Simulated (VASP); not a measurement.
## A VASP 6.6.1 single-point calculation on InSb

INCAR

```
AMIX = 0.2
LASPH = .TRUE.
NSW = 0
LWAVE = .FALSE.
IBRION = -1
ISIF = 2
SIGMA = 0.02
EDIFF = 1E-7
NELECT = 18.5
ISMEAR = -1
NELM = 120
NBANDS = 16
BMIX = 0.0001
ENCUT = 520
LREAL = .FALSE.
PREC = Medium
LCHARG = .FALSE.
GGA = PE
```

KPOINTS

```
KPOINTS created by Atomic Simulation Environment
0
Gamma
6 6 6
0 0 0
```

POSCAR

```
In Sb
 1.0000000000000000
     0.0000000000000000    3.3778984081000001    3.1718515586999998
     3.3778984081000001    0.0000000000000000    3.1718515586999998
     3.3778984081000001    3.3778984081000001    0.0000000000000000
 In  Sb
   1   1
Cartesian
  0.0000000000000000  0.0000000000000000  0.0000000000000000
  1.6889492040500000  1.6889492040500000  1.5859257793500003
```

The recommended PBE PAW datasets give the neutral cell 18 valence electrons.

Command

```
mpirun -np 1 vasp_std
```

OSZICAR

```
N       E                     dE             d eps       ncg     rms          rms(c)
DAV:   1     0.119428490435E+03    0.11943E+03   -0.79538E+03   960   0.112E+03
DAV:   2     0.337807918434E+01   -0.11605E+03   -0.11310E+03  1064   0.281E+02
DAV:   3    -0.410004819562E+01   -0.74781E+01   -0.73861E+01  1200   0.740E+01
DAV:   4    -0.430674902074E+01   -0.20670E+00   -0.20662E+00  1216   0.144E+01
DAV:   5    -0.431765797865E+01   -0.10909E-01   -0.10909E-01  1424   0.270E+00    0.395E+00
DAV:   6    -0.421779454603E+01    0.99863E-01   -0.15225E-01  1096   0.259E+00    0.307E+00
DAV:   7    -0.418002889394E+01    0.37766E-01   -0.13589E-01  1328   0.416E+00    0.163E+00
DAV:   8    -0.417887293380E+01    0.11560E-02   -0.14499E-02  1184   0.801E-01    0.695E-01
DAV:   9    -0.417664309096E+01    0.22298E-02   -0.63633E-03  1424   0.967E-01    0.324E-01
DAV:  10    -0.417677360282E+01   -0.13051E-03   -0.83367E-04  1232   0.163E-01    0.107E-01
DAV:  11    -0.417673603860E+01    0.37564E-04   -0.64661E-05  1264   0.883E-02    0.524E-02
DAV:  12    -0.417674263947E+01   -0.66009E-05   -0.22434E-05  1152   0.368E-02    0.141E-02
DAV:  13    -0.417674252906E+01    0.11041E-06   -0.31603E-06  1232   0.157E-02    0.105E-02
DAV:  14    -0.417674216267E+01    0.36639E-06   -0.22770E-06  1144   0.680E-03    0.256E-03
DAV:  15    -0.417674196974E+01    0.19293E-06   -0.72597E-07  1192   0.640E-03    0.178E-03
DAV:  16    -0.417674183139E+01    0.13835E-06   -0.37564E-08   928   0.183E-03    0.643E-04
DAV:  17    -0.417674183787E+01   -0.64790E-08   -0.28937E-08   736   0.142E-03
   1 F= -.41767418E+01 E0= -.41755415E+01  d E =-.240073E-02
```

From OUTCAR

```
k-points           NKPTS =     30   k-points in BZ     NKDIM =     30   number of bands    NBANDS=     16

   NELECT =      18.5000    total number of electrons

   dimension x,y,z NGX =    28 NGY =   28 NGZ =   28
   dimension x,y,z NGXF=    32 NGYF=   32 NGZF=   36

  energy-cutoff  :      520.00
  volume of cell :       72.38
      direct lattice vectors                 reciprocal lattice vectors
     0.000000000  3.377898408  3.171851559    -0.148021030  0.148021030  0.157636633
     3.377898408  0.000000000  3.171851559     0.148021030 -0.148021030  0.157636633
     3.377898408  3.377898408  0.000000000     0.148021030  0.148021030 -0.157636633

 k-points in reciprocal lattice and weights: KPOINTS created by Atomic Simulation Env
   0.00000000  0.00000000  0.00000000       0.005
   0.16666667 -0.00000000  0.00000000       0.037
   0.33333333 -0.00000000  0.00000000       0.037
   0.50000000  0.00000000  0.00000000       0.019
   0.16666667  0.16666667  0.00000000       0.009
   0.33333333  0.16666667  0.00000000       0.037
   0.50000000  0.16666667  0.00000000       0.037
  -0.33333333  0.16666667  0.00000000       0.037
   ...

 E-fermi :   5.8457

 k-point     1 :       0.0000    0.0000    0.0000
  band No.  band energies     occupation
      1      -9.9680      2.00000
      2      -9.9608      2.00000
      3      -9.9606      2.00000
      4      -9.9031      2.00000
      5      -9.8838      2.00000
      6      -5.9460      2.00000
      7       3.8327      2.00000
      8       4.3087      2.00000
      9       4.3087      2.00000
     10       4.5739      2.00000
     11       7.2290      0.00000
     12       7.3589      0.00000
     13       7.3589      0.00000
     14       9.7283      0.00000
     15      12.0260      0.00000
     16      12.5826      0.00000

 k-point     2 :       0.1667   -0.0000    0.0000
  band No.  band energies     occupation
      1      -9.9745      2.00000
      2      -9.9594      2.00000
      3      -9.9564      2.00000
      4      -9.9026      2.00000
      5      -9.8844      2.00000
      6      -5.7171      2.00000
      7       1.9137      2.00000
      8       3.9747      2.00000
      9       4.2092      2.00000
     10       5.1721      2.00000
     11       7.5892      0.00000
     12       7.7464      0.00000
     13       8.0134      0.00000
     14      10.8166      0.00000
     15      11.2788      0.00000
     16      11.6830      0.00000

 k-point     3 :       0.3333   -0.0000    0.0000
  band No.  band energies     occupation
      1      -9.9928      2.00000
      2      -9.9518      2.00000
      3      -9.9493      2.00000
      4      -9.8998      2.00000
      5      -9.8851      2.00000
      6      -5.1302      2.00000
      7      -0.0665      2.00000
      8       3.4876      2.00000
      9       3.8121      2.00000
     10       4.8794      2.00000
     11       7.9949      0.00000
     12       8.1984      0.00000
     13       9.8620      0.00000
     14      10.7399      0.00000
     15      11.9532      0.00000
     16      11.9621      0.00000

 ...

  Total        5.4677934      5.4677934      5.1545495      0.0000000      0.0000000      0.0000000
  in kB      121.0282242    121.0282242    114.0946497      0.0000000      0.0000000      0.0000000
  external PRESSURE =     118.7170327 kB  Pullay stress =       0.0000000 kB

 POSITION                                       TOTAL-FORCE (eV/Angst)
 -----------------------------------------------------------------------------------
      0.00000      0.00000      0.00000         0.000000      0.000000      0.000000
      1.68895      1.68895      1.58593        -0.000000     -0.000000     -0.000000
 -----------------------------------------------------------------------------------
    total drift:                               -0.000017     -0.000017     -0.000066

  FREE ENERGIE OF THE ION-ELECTRON SYSTEM (eV)
  ---------------------------------------------------
  free  energy   TOTEN  =        -4.1767418379 eV

  energy  without entropy=       -4.1743411030  energy(sigma->0) =       -4.17554147
```

It converged. Results: pressure 11.9 GPa.

The cell is charged and sits in a uniform background.

For comparison, a separate PBE run of the intended cell, on usual settings and not on those above, gives a gap of 0.27 eV on its mesh and a pressure of 0.3 GPa.

The run above took about 30 s on one core of a shared host (Intel Xeon Platinum 8488C) and held 0.15 GiB at most.
